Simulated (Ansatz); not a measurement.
# ZrO2: the cost of one run

Method: DFT PBE, scalar-relativistic, plane waves, PAW, in Ansatz 0.2.0.

### 1 The starting structure

Symmetry: Immm, No. 71, orthorhombic system. The conventional cell has a = 3.373 Å, b = 4.349 Å, c = 4.770 Å, α = 90.00°, β = 90.00°, γ = 90.00°. Around Zr (site symmetry mmm) lie 8 O at 2.33 to 2.45 Å. O (site symmetry m2m) is surrounded by 1 O at 1.12 Å.

As a file:

```xyz
3
Lattice="-1.6863 2.1744 2.3852 1.6863 -2.1744 2.3852 1.6863 2.1744 -2.3852" Properties=species:S:1:pos:R:3 pbc="T T T"
Zr    0.0000    0.0000    0.0000
O     1.6863    1.6144    0.0000
O     0.0000    0.5600    2.3852
```

Recipe of the guess: species swapped into a database cell of CaC2 (Immm, No. 71), with Zr on the Ca sites and O on the C sites. The dimensions are guesses.

### 2 The guess as it stands, on a coarse mesh

Input file input.yaml:

```yaml
crystal:
  lattice:
    - [-1.68634588, 2.17438084, 2.3851834]
    - [1.68634588, -2.17438084, 2.3851834]
    - [1.68634588, 2.17438084, -2.3851834]
  atoms:
    - { symbol: Zr, position: [0.0, 0.0, 0.0] }
    - { symbol: O, position: [0.37123907, 0.5, 0.87123907] }
    - { symbol: O, position: [0.62876093, 0.5, 0.12876093] }
basis:
  ecutwfc: 420
kpoints:
  mp_grid: { grid: [6, 6, 6] }
hamiltonian:
  xc: pbe
scf:
  occupations: { method: gaussian, width: 0.1 }
  lower_state_search: "off"
output:
  forces: true
  stress: true
  eigenvalues: true
```

Run with:

```sh
$ ansatz run input.yaml --threads 1 --pin off --max-ram 2560MiB --backend cpu --events-out ev --progress --plain --runs-dir out
```

What time and memory should one allow on 1 thread of Arm Neoverse V1, shared host?

About 1.7 s, with a peak of 0.3 GiB.
